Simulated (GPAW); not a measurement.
# Magnetic state of linear Cr chain, spacing 2.237 A from several starts

Wanted: the moments of linear Cr chain, spacing 2.237 A and the energy of each order that was tried.

Main program and level: GPAW 26.7.0; revPBE; plane waves with GPAW's PAW setups, scalar-relativistic.

## 1. The starting structure

The cell holds 1 atom: 1 Cr. Cell: a = 12.000 Å, b = 12.000 Å, c = 2.237 Å, α = 90.0°, β = 90.0°, γ = 90.0°. model lattice. Vacuum lies along a and b. The structure's axis is c.

## 2. Start 1: ferro +

Parallel moments need no larger cell; this start tests for a ferromagnetic state only.

order1.py

```python
import json
import numpy as np
from ase import Atoms
from ase.parallel import paropen, parprint
from gpaw import GPAW

atoms = Atoms(['Cr'],
    cell=[[12.0, 0.0, 0.0],
         [0.0, 12.0, 0.0],
         [0.0, 0.0, 2.237]],
    scaled_positions=[[0.5, 0.5, 0.0]],
    pbc=True,
    magmoms=[2.5])
atoms.calc = GPAW(mode={'name': 'pw', 'ecut': 550},
    xc='revPBE',
    kpts={'size': (1, 1, 12), 'gamma': True},
    occupations={'name': 'fermi-dirac', 'width': 0.1},
    convergence={'density': 1e-05, 'energy': 1e-05},
    maxiter=200,
    symmetry={'tolerance': 1e-4},
    txt='order1.txt')
e = atoms.get_potential_energy(force_consistent=True)
res = {'free_energy': e, 'energy_sigma0': atoms.get_potential_energy(), 'fermi_energy': atoms.calc.get_fermi_level()}
res['moments'] = atoms.get_magnetic_moments().tolist()
res['total'] = atoms.get_magnetic_moment()
parprint('site moments (muB):', np.round(res['moments'], 3))
parprint(f"total moment: {res['total']:.3f} muB")
parprint(f'free energy: {e:.6f} eV')
atoms.calc.write('order1.gpw')
with paropen('results.json', 'w') as f:
    json.dump(res, f)
```

Launch:

```
> OMP_NUM_THREADS=1 python3 order1.py > order1.log
```

Numbers of over 12 decimals in the logs are rounded to 6 here.

What it wrote:

```text
site moments (muB): [2.774]
total moment: 3.630 muB
free energy: -5.363792 eV

--- order1.txt ---
Input parameters:
  mode=PW(ecut=550),
  convergence={'density': 1e-05, 'energy': 1e-05},
  kpts=MonkhorstPack(size=(1, 1, 12), gamma=True),
  maxiter=200,
  occupations=Occupations(name='fermi-dirac', width=0.1),
  symmetry=Symmetry(tolerance=0.0001),
  xc=XC(name='revPBE')

Diagonalizing LCAO Hamiltonian
Converting LCAO to pw mode
        .----------------------------.
       /|                            |
      / |                            |
     /  .----------------------------.
    /  /                            /
   /  /                            /
  /  /                            /
 *  /              Cr            /
 | /                            /
 |/                            /
 *----------------------------*

Atoms  # Å, Bohr magnetons
|   | symbol |        x |        y |        z |    initial magnetic moments |
|---|--------|----------|----------|----------|-----------------------------|
| 0 |     Cr | 6.000000 | 6.000000 | 0.000000 | ( 0.0000,  0.0000,  2.5000) |

Unit cell  # Å
| periodic |         x |         y |        z |   lengths |    angles |
|----------|-----------|-----------|----------|-----------|-----------|
|      yes | 12.000000 |  0.000000 | 0.000000 | 12.000000 | 90.000000 |
|      yes |  0.000000 | 12.000000 | 0.000000 | 12.000000 | 90.000000 |
|      yes |  0.000000 |  0.000000 | 2.237000 |  2.237000 | 90.000000 |

Number of symmetries: 16

BZ-sampling:
  Number of BZ points: 12
  Number of IBZ points: 7

  Monkhorst-Pack size: [1, 1, 12]
  Monkhorst-Pack shift: [0.0, 0.0, 0.041667]

K-points  # in reciprocal-cell coordinates
|   |                                coordinates |     weight |
|---|--------------------------------------------|------------|
| 0 | (  0.00000000,   0.00000000,  -0.00000000) | 0.08333333 |
| 1 | (  0.00000000,   0.00000000,   0.08333333) | 0.16666667 |
| 2 | (  0.00000000,   0.00000000,   0.16666667) | 0.16666667 |
| 3 | (  0.00000000,   0.00000000,   0.25000000) | 0.16666667 |
| 4 | (  0.00000000,   0.00000000,   0.33333333) | 0.16666667 |
| 5 | (  0.00000000,   0.00000000,   0.41666667) | 0.16666667 |
| 6 | (  0.00000000,   0.00000000,   0.50000000) | 0.08333333 |

Plane wave coefficients: 9505
Cutoff: 550.0 eV

Spin-components: 2 (collinear spins)
Bands:           9
Projectors:      6
Spin-degeneracy: 1
Datatype:        complex128

Parallelization:
  kpt:    1
  domain: 1
  band:   1

Density:
  Valence electrons: 6.0
  Components: 2
  Grid points: [70 70 14]
  Charge: 0.0  # |e|

Potential:
  Grid points: [70 70 14]

species:
  Cr:
    name:    Chromium
    Z:       24.0
    valence: 6
    core:    18
    charge:  0.0  # [|e|]
    compensation charges:
      type: gauss
      rc: 0.35  # [Å]
      lmax: 2
    cutoffs:
      filter: 2.14  # [Å]
      core: 3.04  # [Å]
    projectors
    | kind |    occ | energy [eV] | rcut [Å] |
    |------|--------|-------------|----------|
    |   4s |  1.000 |      -3.933 |    1.164 |
    |   4p |  0.000 |      -0.966 |    1.217 |
    |   3d |  5.000 |      -2.850 |    1.111 |
    |    s |        |      23.278 |    1.164 |
    |    p |        |      26.245 |    1.217 |
    |    d |        |      24.362 |    1.111 |

    Using partial waves for Cr as LCAO basis

Reference energy: -28585.999204  # eV

eigensolver:
  PPCG
  Converge bands: occupied
  niter=2

density mixing:
  MSR1-Mixer
  Pratt-step length: 0.05
  Maximum mixing coefficient: 0.75
  Old densities: 10
  SVD Regularization: 0.005
  Good broyden scale: 1.0
  Trust region scale: 1.0
  Backstep threshold: 4.0
  History deletion threshold: 6.0
  Fourier metric: weight=20.0, sigma=0.015

occupation numbers:
  Fermi-Dirac:
    width: 0.1000  # eV

poisson solver:
  ecut: 4400.0  # eV

xc functional:
  name: revPBE with 2 nearest neighbor stencil

convergence criteria:
- Maximum integral of absolute [dens]ity change: 1e-05 electrons / valence electron
- Maximum [total energy] change in last 3 cyles: 1e-05 eV / valence electron
- Maximum integral of absolute [eigenst]ate change: 4e-08 eV^2 / valence electron
maximum number of iterations: 200

SCF iterations
|iter     |      energy | eigst |  dens |  magmom |
|---------|-------------|-------|-------|---------|
|iter:   1|       0s |   -6.819527 | +0.50 |       |  +2.4959|
|iter:   2|       1s |   -6.175475 | -1.23 | -0.24 |  +2.5334|
|iter:   3|       3s |   -5.263511 | -0.08 | -0.31 |  +3.0325|
|iter:   4|       5s |   -5.267791 | -1.07 | -0.93 |  +3.0387|
|iter:   5|       7s |   -5.318222 | -1.90 | -1.00 |  +3.3016|
|iter:   6|       9s |   -5.326092 | -2.68 | -1.40 |  +3.4394|
|iter:   7|      11s |   -5.331421 | -2.89 | -1.64 |  +3.6111|
|iter:   8|      13s |   -5.331679 | -4.25 | -2.34 |  +3.6183|
|iter:   9|      15s |   -5.331875 | -4.85 | -2.77 |  +3.6313|
|iter:  10|      17s |   -5.331872 | -5.55 | -3.48 |  +3.6298|
|iter:  11|      19s |   -5.331886c| -6.08 | -3.96 |  +3.6302|
|iter:  12|      22s |   -5.331884c| -6.58 | -4.32 |  +3.6300|
|iter:  13|      23s |   -5.331884c| -7.11 | -4.87 |  +3.6300|
|iter:  14|      25s |   -5.331884c| -7.45c| -5.13c|  +3.6300|

Converged in 14 steps
Energy contributions relative to reference atoms: (reference = -28585.999204)

Energy contributions:
  Kinetic:           1.222089
  Coulomb:          -2.180035
  Zero:              0.065938
  External:          0.000000
  Xc:               -4.407967
  Entropy:          -0.063815
  Spinorbit:         0.000000
  ----------------------------
  Free energy:      -5.363792
  Extrapolated:     -5.331884

dipole moment: (0.000065, 0.000065, -5.307119)  # |e|*Ang

Total magnetic moment: (0.000000, 0.000000, 3.630027)

Local magnetic moments
|        x |        y |        z |
|----------|----------|----------|
| 0.000000 | 0.000000 | 2.774466 |  # Cr   0

Fermi level: -3.060
Eigenvalues  # (at kpt = [0.000, 0.000, -0.000])
| band index |      eig [eV] | occ [0-1] |      eig [eV] | occ [0-1] |
|------------|---------------|-----------|---------------|-----------|
|          0 |        -7.207 |     1.000 |        -5.442 |     1.000 |
|          1 |        -5.321 |     1.000 |        -3.145 |     0.700 |
|          2 |        -4.437 |     1.000 |        -1.472 |     0.000 |
|          3 |        -4.437 |     1.000 |        -1.468 |     0.000 |
|          4 |        -2.238 |     0.000 |        -1.088 |     0.000 |
|          5 |        -2.238 |     0.000 |        -1.088 |     0.000 |
|          6 |        -1.707 |     0.000 |         0.276 |     0.000 |
|          7 |        -1.707 |     0.000 |         0.690 |     0.000 |
|          8 |         0.079 |     0.000 |         0.690 |     0.000 |

No gap
No difference between direct/indirect transitions
```

Run time: 30 s. Hardware: 1 MPI rank of Intel Xeon Platinum 8375C at 2.90GHz (Ice Lake), shared host; peak memory 0.33 GiB.

Read from the output:

```
magnetization  : 3.630 μB
final state    : ferromagnetic
largest moment : 2.774 μB
```

After 14 cycles the largest moment stands at 2.77 μB.

## 3. Run 2 (antiferro q=(0,0,1/2) +-)

An opposed order shows whether the pairs that it reverses prefer unlike signs.

The cell is doubled to 2 atoms to hold this order. Its mesh is chosen so that both cells sample the same points.

order2.py is the script of step 2 with these lines changed:

```diff
@@ -6,12 +6,13 @@
 
-atoms = Atoms(['Cr'],
+atoms = Atoms(['Cr', 'Cr'],
     cell=[[12.0, 0.0, 0.0],
          [0.0, 12.0, 0.0],
-         [0.0, 0.0, 2.237]],
-    scaled_positions=[[0.5, 0.5, 0.0]],
+         [0.0, 0.0, 4.474]],
+    scaled_positions=[[0.5, 0.5, 0.0],
+         [0.5, 0.5, 0.5]],
     pbc=True,
-    magmoms=[2.5])
+    magmoms=[2.5, -2.5])
 atoms.calc = GPAW(mode={'name': 'pw', 'ecut': 550},
     xc='revPBE',
-    kpts={'size': (1, 1, 12), 'gamma': True},
+    kpts={'size': (1, 1, 6), 'gamma': True},
     occupations={'name': 'fermi-dirac', 'width': 0.1},
@@ -20,3 +21,3 @@
     symmetry={'tolerance': 1e-4},
-    txt='order1.txt')
+    txt='order2.txt')
 e = atoms.get_potential_energy(force_consistent=True)
@@ -28,3 +29,3 @@
 parprint(f'free energy: {e:.6f} eV')
-atoms.calc.write('order1.gpw')
+atoms.calc.write('order2.gpw')
 with paropen('results.json', 'w') as f:
```

Launch:

```
> OMP_NUM_THREADS=1 python3 order2.py > order2.log
```

What it wrote:

```text
site moments (muB): [ 3.484 -3.484]
total moment: -0.000 muB
free energy: -12.528165 eV

--- order2.txt ---
Input parameters:
  mode=PW(ecut=550),
  convergence={'density': 1e-05, 'energy': 1e-05},
  kpts=MonkhorstPack(size=(1, 1, 6), gamma=True),
  maxiter=200,
  occupations=Occupations(name='fermi-dirac', width=0.1),
  symmetry=Symmetry(tolerance=0.0001),
  xc=XC(name='revPBE')

Diagonalizing LCAO Hamiltonian
Converting LCAO to pw mode
        .----------------------------.
       /|                            |
      / |                            |
     /  |                            |
    /   |                            |
   /    .----------------------------.
  /    /           Cr               /
 *    /                            /
 |   /                            /
 |  /              Cr            /
 | /                            /
 |/                            /
 *----------------------------*

Atoms  # Å, Bohr magnetons
|   | symbol |        x |        y |        z |    initial magnetic moments |
|---|--------|----------|----------|----------|-----------------------------|
| 0 |     Cr | 6.000000 | 6.000000 | 0.000000 | ( 0.0000,  0.0000,  2.5000) |
| 1 |     Cr | 6.000000 | 6.000000 | 2.237000 | ( 0.0000,  0.0000, -2.5000) |

Unit cell  # Å
| periodic |         x |         y |        z |   lengths |    angles |
|----------|-----------|-----------|----------|-----------|-----------|
|      yes | 12.000000 |  0.000000 | 0.000000 | 12.000000 | 90.000000 |
|      yes |  0.000000 | 12.000000 | 0.000000 | 12.000000 | 90.000000 |
|      yes |  0.000000 |  0.000000 | 4.474000 |  4.474000 | 90.000000 |

Number of symmetries: 16

BZ-sampling:
  Number of BZ points: 6
  Number of IBZ points: 4

  Monkhorst-Pack size: [1, 1, 6]
  Monkhorst-Pack shift: [0.0, 0.0, 0.083333]

Plane wave coefficients: 18945
Cutoff: 550.0 eV

Spin-components: 2 (collinear spins)
Bands:           12
Projectors:      12
Spin-degeneracy: 1
Datatype:        complex128

Parallelization:
  kpt:    1
  domain: 1
  band:   1

Density:
  Valence electrons: 12.0
  Components: 2
  Grid points: [70 70 25]
  Charge: 0.0  # |e|

Potential:
  Grid points: [70 70 25]

[... setups left out ...]
Reference energy: -57171.998407  # eV

eigensolver:
  PPCG
  Converge bands: occupied
  niter=2

density mixing:
  MSR1-Mixer
  Pratt-step length: 0.05
  Maximum mixing coefficient: 0.75
  Old densities: 10
  SVD Regularization: 0.005
  Good broyden scale: 1.0
  Trust region scale: 1.0
  Backstep threshold: 4.0
  History deletion threshold: 6.0
  Fourier metric: weight=20.0, sigma=0.015

occupation numbers:
  Fermi-Dirac:
    width: 0.1000  # eV

poisson solver:
  ecut: 4400.0  # eV

xc functional:
  name: revPBE with 2 nearest neighbor stencil

convergence criteria:
- Maximum integral of absolute [dens]ity change: 1e-05 electrons / valence electron
- Maximum [total energy] change in last 3 cyles: 1e-05 eV / valence electron
- Maximum integral of absolute [eigenst]ate change: 4e-08 eV^2 / valence electron
maximum number of iterations: 200

SCF iterations
|iter     |      energy | eigst |  dens |  magmom |
|---------|-------------|-------|-------|---------|
|iter:   1|       0s |  -14.122549 | +0.54 |       |  +0.0000|
|iter:   2|       3s |  -13.082924 | -1.08 | -0.26 |  -0.0000|
|iter:   3|       6s |  -12.209014 | -0.23 | -0.31 |  -0.0000|
|iter:   4|       9s |  -12.518051 | -0.90 | -0.66 |  -0.0001|
|iter:   5|      12s |  -12.523913 | -1.73 | -1.20 |  +0.0002|
|iter:   6|      15s |  -12.525586 | -2.20 | -1.68 |  -0.0004|
|iter:   7|      18s |  -12.523463 | -2.73 | -1.74 |  +0.0000|
|iter:   8|      21s |  -12.524371 | -3.54 | -2.16 |  -0.0000|
|iter:   9|      24s |  -12.524657 | -4.10 | -2.52 |  -0.0000|
|iter:  10|      28s |  -12.524706 | -4.81 | -3.12 |  -0.0000|
|iter:  11|      31s |  -12.524711c| -5.29 | -3.63 |  -0.0000|
|iter:  12|      34s |  -12.524713c| -5.88 | -4.11 |  -0.0000|
|iter:  13|      37s |  -12.524713c| -6.36 | -4.62 |  -0.0000|
|iter:  14|      40s |  -12.524714c| -6.87 | -4.67 |  -0.0000|
|iter:  15|      43s |  -12.524714c| -7.29 | -5.37c|  -0.0000|
|iter:  16|      45s |  -12.524714c| -7.68c| -5.28c|  -0.0000|

Converged in 16 steps
Energy contributions relative to reference atoms: (reference = -57171.998407)

Energy contributions:
  Kinetic:          12.603394
  Coulomb:         -12.683259
  Zero:              0.095516
  External:          0.000000
  Xc:              -12.536915
  Entropy:          -0.006903
  Spinorbit:         0.000000
  ----------------------------
  Free energy:     -12.528165
  Extrapolated:    -12.524714

dipole moment: (0.000130, 0.000130, -10.548946)  # |e|*Ang

Total magnetic moment: (0.000000, 0.000000, -0.000000)

Local magnetic moments
|        x |        y |         z |
|----------|----------|-----------|
| 0.000000 | 0.000000 |  3.484407 |  # Cr   0
| 0.000000 | 0.000000 | -3.484407 |  # Cr   1

Fermi level: -3.184
Eigenvalues  # (at kpt = [0.000, 0.000, 0.000])
| band index |      eig [eV] | occ [0-1] |      eig [eV] | occ [0-1] |
|------------|---------------|-----------|---------------|-----------|
|          0 |        -6.188 |     1.000 |        -6.188 |     1.000 |
|          1 |        -4.825 |     1.000 |        -4.825 |     1.000 |
|          2 |        -4.825 |     1.000 |        -4.825 |     1.000 |
|          3 |        -4.539 |     1.000 |        -4.539 |     1.000 |
|          4 |        -3.901 |     0.999 |        -3.901 |     0.999 |
|          5 |        -3.901 |     0.999 |        -3.901 |     0.999 |
|          6 |        -1.703 |     0.000 |        -1.704 |     0.000 |
|          7 |        -0.283 |     0.000 |        -0.283 |     0.000 |
|          8 |        -0.205 |     0.000 |        -0.205 |     0.000 |
|          9 |        -0.193 |     0.000 |        -0.193 |     0.000 |
|         10 |         0.484 |     0.000 |         0.484 |     0.000 |
|         11 |         0.484 |     0.000 |         0.484 |     0.000 |

Gap: 1.040 eV
Transition (v -> c):
  (s=0, k=3, n=5, [0.00, 0.00, 0.50]) -> (s=0, k=3, n=6, [0.00, 0.00, 0.50])
No difference between direct/indirect transitions
```

Elapsed: 52 s, on 1 MPI rank; peak memory 0.5 GiB.

Read from the output:

```yaml
magnetization: 0 μB
final_state: antiferromagnetic
largest_moment: 3.484 μB
```

It lies 900 meV a seeded atom under the first start, and its largest moment is 3.48 μB against 2.77 μB.

## 4. Start 3: no spin polarisation

This run holds no moments, which gives a state to set the others against.

nospin.py

```python
import json
import numpy as np
from ase import Atoms
from ase.parallel import paropen, parprint
from gpaw import GPAW

atoms = Atoms(['Cr'],
    cell=[[12.0, 0.0, 0.0],
         [0.0, 12.0, 0.0],
         [0.0, 0.0, 2.237]],
    scaled_positions=[[0.5, 0.5, 0.0]],
    pbc=True)
atoms.calc = GPAW(mode={'name': 'pw', 'ecut': 550},
    xc='revPBE',
    kpts={'size': (1, 1, 12), 'gamma': True},
    occupations={'name': 'fermi-dirac', 'width': 0.1},
    convergence={'density': 1e-05, 'energy': 1e-05},
    maxiter=200,
    symmetry={'tolerance': 1e-4},
    txt='nospin.txt')
e = atoms.get_potential_energy(force_consistent=True)
res = {'free_energy': e, 'energy_sigma0': atoms.get_potential_energy(), 'fermi_energy': atoms.calc.get_fermi_level()}
parprint(f'free energy: {e:.6f} eV')
atoms.calc.write('nospin.gpw')
with paropen('results.json', 'w') as f:
    json.dump(res, f)
```

Launch:

```
> OMP_NUM_THREADS=1 python3 nospin.py > nospin.log
```

What it wrote:

```text
free energy: -4.631677 eV

--- nospin.txt ---
Input parameters:
  mode=PW(ecut=550),
  convergence={'density': 1e-05, 'energy': 1e-05},
  kpts=MonkhorstPack(size=(1, 1, 12), gamma=True),
  maxiter=200,
  occupations=Occupations(name='fermi-dirac', width=0.1),
  symmetry=Symmetry(tolerance=0.0001),
  xc=XC(name='revPBE')

Diagonalizing LCAO Hamiltonian
Converting LCAO to pw mode
        .----------------------------.
[...]
| band index |      eig [eV] | occ [0-2] |
|------------|---------------|-----------|
|          0 |        -6.699 |     2.000 |
|          1 |        -4.755 |     2.000 |
|          2 |        -4.049 |     1.965 |
|          3 |        -4.049 |     1.965 |
|          4 |        -1.935 |     0.000 |
|          5 |        -1.935 |     0.000 |
|          6 |        -1.421 |     0.000 |
|          7 |        -1.421 |     0.000 |

No gap
No difference between direct/indirect transitions


[key lines of the parts left out:]
Free energy:      -4.631677
Converged in 15 steps
dipole moment: (0.000065, 0.000065, -5.376737)  # |e|*Ang
Fermi level: -3.647
```

Wall time 15 s (1 MPI rank); peak memory 0.25 GiB.

Numbers from this step:

```
final state : non-magnetic (no spin polarisation)
```

It lies 732 meV a seeded atom over the first start.

## 5. A faulty input

An input with a fault is tried, to see how the program answers.

run.py

```python
import json
import numpy as np
from ase import Atoms
from ase.parallel import paropen, parprint
from gpaw import GPAW

atoms = Atoms(['Cr'],
    cell=[[12.0, 0.0, 0.0],
         [0.0, 12.0, 0.0],
         [0.0, 0.0, 2.237]],
    scaled_positions=[[0.5, 0.5, 0.0]],
    pbc=True,
    magmoms=[2.5])
atoms.calc = GPAW(mode={'name': 'pw', 'ecut': 550},
    xc='revPBE',
    kpts={'size': (1, 1, 12), 'gamma': True},
    occupation={'name': 'fermi-dirac', 'width': 0.1},
    convergence={'density': 1e-05, 'energy': 1e-05},
    maxiter=100,
    symmetry={'tolerance': 1e-4},
    txt='run.txt')
e = atoms.get_potential_energy(force_consistent=True)
res = {'free_energy': e, 'energy_sigma0': atoms.get_potential_energy(), 'fermi_energy': atoms.calc.get_fermi_level()}
res['moments'] = atoms.get_magnetic_moments().tolist()
res['total'] = atoms.get_magnetic_moment()
parprint('site moments (muB):', np.round(res['moments'], 3))
parprint(f"total moment: {res['total']:.3f} muB")
parprint(f'free energy: {e:.6f} eV')
atoms.calc.write('run.gpw')
with paropen('results.json', 'w') as f:
    json.dump(res, f)
```

Launch:

```
> OMP_NUM_THREADS=1 python3 run.py > run.log
```

What it wrote:

```text
TypeError: GPAW() got an unexpected keyword argument 'occupation'
```

Wall time 1.5 s (1 MPI rank); peak memory 0.1 GiB.

The program refused the input before any cycle.

The program's message: “TypeError: GPAW() got an unexpected keyword argument 'occupation'”

A key was misspelt on purpose.

The name must match the manual letter for letter.

## 6. Ranking

These are free energies at a smearing of 0.1 eV, so its entropy term is in the differences. They are divided by the number of seeded atoms, so that cells of unlike size compare. Wavevectors q in the names are fractions of the reciprocal vectors of the first run's cell.

Orders:

| start | final state | typed order kept | energy over the lowest (meV a seeded atom) | largest site moment (μB) | net moment (μB a primitive cell) | mesh matched | CPU time (s) |
| --- | --- | --- | --- | --- | --- | --- | --- |
| ferro + | ferromagnetic | yes | 900.3 | 2.774 | 3.63 | yes | 30.11 |
| antiferro q=(0,0,1/2) +- | antiferromagnetic | yes | 0 | 3.484 | 0 | yes | 51.95 |
| no spin polarisation | non-magnetic | - | 1632 | 0 | 0 | yes | 14.53 |

## 7. Results

```
lowest state found                 : antiferromagnetic (typed antiferro q=(0,0,1/2) +-)
largest site moment                : 3.48 μB
next state                         : ferromagnetic, 900 meV a seeded atom higher
energy gained by spin polarisation : 1632 meV a seeded atom
```

What this shows: The lowest state found is antiferromagnetic, reached from the start antiferro q=(0,0,1/2) +-, with moments up to 3.48 μB. The next state costs 900 meV a seeded atom. Only 3 starts are shown; other collinear patterns, canted and longer-period orders are not.

[Logs and program files are shortened in this print: banners, set-up blocks, solver, clock and traceback lines can be left out without a mark of their own.]

[Logs are printed without paths, hosts, clocks, repeated set-up lines and the standing remarks that a program may print on its own settings, such as how far it seeks lower states.]

[Hosts, paths, dates, database ids (printed as entryN), source tags and the programs' standing remarks are cut or masked in the printed files.]

[Where a cell is said to come from a database of computed structures, the database is the Materials Project.]
